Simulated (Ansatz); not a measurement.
Wires are cut from relaxed bulk LiH (Fm-3m, 8.04 Å³/atom, gap on the mesh 2.98 eV); atoms and period are relaxed, and energies count from that bulk.

Theory: DFT PBE, scalar-relativistic, plane waves, PAW in Ansatz.

Cutoff 420 eV, Gaussian smearing of 0.05 eV, energies at zero smearing, symmetry of each start kept, no spin polarisation.

```json
{"start": "[001] wire, 12 host atoms a period", "atoms": "12", "k mesh": "1×1×8", "excess energy (eV per host atom)": "0.146", "line energy (eV/Å)": "0.466", "period (Å)": "3.754", "gap on the mesh (eV)": "2.72", "highest filled level or Fermi level under vacuum (eV)": "-"}
{"start": "[001] wire, 16 host atoms a period", "atoms": "16", "k mesh": "1×1×8", "excess energy (eV per host atom)": "0.133", "line energy (eV/Å)": "0.566", "period (Å)": "3.768", "gap on the mesh (eV)": "3.01", "highest filled level or Fermi level under vacuum (eV)": "4.40"}
```

Each run keeps its start's symmetry and one magnetic start, so lower states can exist.

Cost: 2 runs of about 1.8 core-minutes in all, on Intel Xeon Platinum 8375C (Ice Lake) (shared hosts).